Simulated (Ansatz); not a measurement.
**From the elastic tensor of LiH to moduli and sound speeds**

Method: DFT PBE, scalar-relativistic, plane waves, PAW (Ansatz). Settings: 420 eV plane-wave cutoff, Γ-centred 12×12×12 mesh, fixed occupations. No spin polarisation.

Space group R-3m (No. 166), trigonal, a = 2.807 Å, c = 28.571 Å. Li on a site of symmetry -3m has 6 H at 2.03 Å; around Li on a second site of symmetry -3m lie 6 H at 1.99 Å; Li on a site of symmetry 3m has 6 H at 1.99–2.03 Å; around H on its first site lie 6 Li at 1.99 Å; H on its second site is surrounded by 6 Li at 2.03 Å.

The cell was found from a structure generator's guess, not taken from experiment.

Relaxed-ion constants (GPa, on the Cartesian axes of the calculation):
C11 = 96.8, C12 = 12.2, C13 = -4.3, C14 = -1.7, C22 = 96.8, C23 = -4.3, C24 = 1.7, C33 = 120.3, C44 = 23.3, C55 = 23.3, C56 = -1.7, C66 = 42.3 GPa; the others vanish.

Density 0.813 g/cm³; 8 atoms in 64.97 Å³.

With S = C⁻¹: B_V = (C11+C22+C33+2(C12+C13+C23))/9, G_V = (C11+C22+C33−C12−C13−C23+3(C44+C55+C66))/15, 1/B_R = S11+S22+S33+2(S12+S13+S23), 15/G_R = 4(S11+S22+S33−S12−S13−S23)+3(S44+S55+S66); Hill is their mean. Then v_l = √((B+4G/3)/ρ), v_t = √(G/ρ), v_m = [(2/v_t³+1/v_l³)/3]^(−1/3) and Θ = (ħ/k_B)·v_m·(6π²n/V)^(1/3) for n atoms in the volume V; E = 9BG/(3B+G), ν = (3B−2G)/(2(3B+G)) and A^U = 5G_V/G_R + B_V/B_R − 6.

| Property | Result |
| --- | --- |
| Bulk modulus, Voigt / Reuss / Hill | 35.6 / 35.6 / 35.6 GPa |
| Shear modulus, Voigt / Reuss / Hill | 38.5 / 33.4 / 35.9 GPa |
| Young's modulus | 81 GPa |
| Poisson ratio | 0.123 |
| Pugh ratio B/G | 0.99 (under 1.75, the rule of thumb for brittle) |
| Universal anisotropy index | 0.77 |
| Longitudinal and transverse sound speeds | 10138 and 6649 m/s |
| Debye temperature from the mean sound speed | 1079 K |
